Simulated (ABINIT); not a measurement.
Runs of ABINIT 10.8.3 (patched build) on AlN. The structure is hexagonal, space group P6_3mc (No. 186). Conventional cell: a = 3.113 Å, b = 3.113 Å, c = 4.981 Å, α = 90.00°, β = 90.00°, γ = 120.00°. Al (site symmetry 3m) has 4 N at 1.89 Å as nearest neighbours. N (site symmetry 3m) is surrounded by 4 Al at 1.89 Å. 

| task | level | potentials or basis | k mesh | cutoff (eV) | fine-grid cutoff | mesh quality | gap on the mesh (eV) | largest force (eV/Å) |
| --- | --- | --- | --- | --- | --- | --- | --- | --- |
| band structure | rPW86PBE | JTH PAW PBE v2.0 | 10 × 10 × 6 | 680 | 1278.94 eV | not flagged | 4.38 | 0.12 |
| band structure | LDA | JTH PAW LDA v2.0 | 10 × 10 × 6 | 680 | 1278.94 eV | not flagged | 4.23 | 0.11 |
| single point | PBE | JTH PAW PBE v2.0 | 6 × 6 × 4 | 680 | 1278.94 eV | not flagged | 4.20 | 0.13 |
| single point | PBE | JTH PAW PBE v2.0 | 8 × 8 × 5 | 680 | 1278.94 eV | not flagged | 4.20 | 0.13 |
| band structure | SOGGA | JTH PAW PBE v2.0 | 10 × 10 × 6 | 680 | 1278.94 eV | not flagged | 4.02 | 0.14 |
| band structure | LDA-PZ | JTH PAW LDA v2.0 | 10 × 10 × 6 | 680 | 1278.94 eV | not flagged | 4.23 | 0.11 |
| single point | PBE | JTH PAW PBE v2.0 | 13 × 13 × 8 | 680 | 1278.94 eV | not flagged | 4.20 | 0.13 |
| band structure | BLYP | JTH PAW PBE v2.0 | 10 × 10 × 6 | 680 | 1278.94 eV | not flagged | 4.51 | 0.11 |
| band structure | HCTH407 | JTH PAW PBE v2.0 | 10 × 10 × 6 | 680 | 1278.94 eV | not flagged | (a) | 0.14 |
| band structure | RPBE | JTH PAW PBE v2.0 | 10 × 10 × 6 | 680 | 1278.94 eV | not flagged | 4.25 | 0.14 |
| band structure | AM05 | JTH PAW PBE v2.0 | 10 × 10 × 6 | 680 | 1278.94 eV | not flagged | 4.18 | 0.14 |
| single point | r2SCAN | JTH PAW PBE v2.0 | 4 × 4 × 2 | 816 | 1414.99 eV | coarse | (b) | 0.16 |

Alike in all rows: no spin polarisation; cell as given; smearing fermi-dirac 0.05 eV.

Task: Estimate the missing entries.

Result: (a) 4.58; (b) 4.80.

Caveats: some runs use coarse meshes; the PAW data sets were made with another functional, which shifts forces and pressure a little (some runs); an odd mesh through Γ misses points on the zone boundary, where band edges often lie (some runs).

Not every run made on this cell is shown here.
